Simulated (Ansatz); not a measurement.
Tc:

```
Tc
1.0
     0.00000    1.95000    1.95000
     1.95000    0.00000    1.95000
     1.95000    1.95000    0.00000
Tc
1
Direct
  0.00000 0.00000 0.00000
```

This isn't the form of Tc at room conditions, which is hcp.

Base run:

```yaml
Program: Ansatz 0.2.0
Functional: PBE
Potentials_or_basis: all-electron LAPW, scalar-relativistic
Cutoff: 251 eV (chosen from the basis error)
Basis_error_allowed: 0.001 eV/atom
k_mesh: 12 × 12 × 12
Occupations: gaussian, width 0.05 eV
Spin: no spin polarisation
```

Its results: band gap on the k mesh none (metal or under the smearing width); pressure -6.3 GPa.

Question: The run is repeated on the same cell with these changes: functional from PBE to LDA. What comes out?

Answer: Band gap on the k mesh none (metal or under the smearing width); pressure -20.2 GPa.

LDA binds more tightly than PBE, so the same cell stands under less pressure.

Caveats: so large a pressure means that the cell lies far from this level's equilibrium, or that cutoff or potentials fall short (some runs).
